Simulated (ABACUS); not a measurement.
Crystal: Mo.

```xyz
1
Lattice="-1.5838 1.5838 1.5838 1.5838 -1.5838 1.5838 1.5838 1.5838 -1.5838" Properties=species:S:1:pos:R:3 pbc="T T T"
Mo    0.0000    0.0000    0.0000
```

Base run:

* Program: ABACUS 3.10.1
* Functional: HCTH407
* Potentials or basis: Ansatz NC PBE
* Cutoff: 1102 eV
* Density cutoff: 4408 eV
* Basis: plane waves
* k mesh: 10 × 10 × 10
* Occupations: fermi-dirac, width 0.05 eV
* Spin: no spin polarisation

Its results: band gap on the k mesh none (metal or under the smearing width); pressure -9.8 GPa.

**Question.** The run is repeated on the same cell with these changes: functional from HCTH407 to PBE; potentials or basis from Ansatz NC PBE to SPMS ONCV 1.0 PBE. What comes out?

**Answer.** Band gap on the k mesh none (metal or under the smearing width); pressure -1.8 GPa.

Caveats: the potentials were made for another functional, which shifts forces and pressure (some runs).
